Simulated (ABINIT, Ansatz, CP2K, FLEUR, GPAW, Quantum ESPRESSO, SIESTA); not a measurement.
## Code comparison for CaF₂ (Fm-3m, 3 atoms in the cell)

Self-consistent single point.

```
CELL_PARAMETERS angstrom
      0.00000     2.69045     2.69045
      2.69045     0.00000     2.69045
      2.69045     2.69045     0.00000
ATOMIC_POSITIONS crystal
  Ca 0.00000 0.00000 0.00000
  F  0.75000 0.75000 0.75000
  F  0.25000 0.25000 0.25000
```

All programs got the same cell, k-point mesh and kind of occupations (some realise fixed ones as a very narrow smearing) (in Ansatz's words: kpoints.mp_grid.grid = 11 11 11; scf.occupations.method = fixed); potentials, basis and cutoffs are each program's usual ones.

| code | model | pressure (GPa) | gap on the mesh (eV) | k-points | cutoff |
|---|---|---|---|---|---|
| FLEUR | PBE, all-electron FLAPW (FLEUR), scalar-relativistic valence | – | 7.707 | 56 | Kmax 4.1 1/bohr |
| SIESTA | GGA PBE, numerical atomic orbitals DZP, PseudoDojo PBE standard norm-conserving potentials (rewritten from UPF to PSML) | 11.59 | 7.154 | 666 | grid 300 Ry |
| GPAW | PBE, GPAW PAW datasets PBE (gpaw-data 1.0.1) | – | 7.568 | 56 | 950 eV |
| ABINIT | PBE, PAW (JTH v2.0 PBE PAW) | 6.03 | 7.573 | 56 | 24 Ha |
| Ansatz | PBE, default PAW files | 5.92 | 7.586 | 56 | 420 eV |
| Quantum ESPRESSO | PBE, PSlibrary PAW (PBE) pseudopotentials | 5.97 | 7.574 | 56 | 55 Ry |
| CP2K | PBE, GPW, DZVP-MOLOPT-SR-GTH basis, GTH-PBE potentials (GTH_POTENTIALS) | 8.51 | 7.619 | 666 | grid 550 Ry |

A dash marks a value that a program does not give, or that is left out as unsure.

Gaps are read on the mesh.

The spread over the programs that give each value: pressure within 5.67 GPa; gap on the mesh within 0.553 eV.

The starting cell comes from a database of computed structures (which also holds hypothetical and non-ambient phases and stackings), without a prior relaxation at this level. Its lattice was rescaled by a random factor within 2.5 % of one. On Ansatz's run: In the base run, with a pressure of about 7 GPa the cell is away from its equilibrium volume at this level.

Why do the programs differ, and what cannot be compared?

Differences of this kind can come from the potentials, where these differ, and from what each basis and cutoff leave unconverged. The zero of total energies and Fermi levels follows the potentials and each program's conventions, so they are not compared here. SIESTA and CP2K use small atom-centred bases, whose incompleteness enters pressures, forces and empty levels differently from a plane-wave cutoff. FLEUR treats all electrons, but the usual bases taken here (sphere radii, linearisation, local orbitals, empty states) were not tested for convergence, so the values are no reference for the others. Ansatz's pressure is given at a fixed set of plane waves, as the other plane-wave codes print theirs; with its correction for the finite basis it is 6.52 GPa (the shift of 0.60 GPa shows how far the cutoff is from converged). The pressure of GPAW is left out: its cutoff lies under the one at which its stress was checked. The programs reduce the same mesh by symmetry to different extents, which changes the work and not the result. In the pressure, SIESTA (by 5.62) and CP2K (by 2.55) lie more than 1 GPa from the median of the plane-wave programs. In the gap, FLEUR (by 0.133) and SIESTA (by 0.419) lie more than 0.12 eV from the median of the plane-wave programs.

Left out of this page: Elk (unsound by tests on forces, stress, charge or solver warnings).

Ansatz is a program for electronic structure.

Keys are those of Ansatz 0.2.
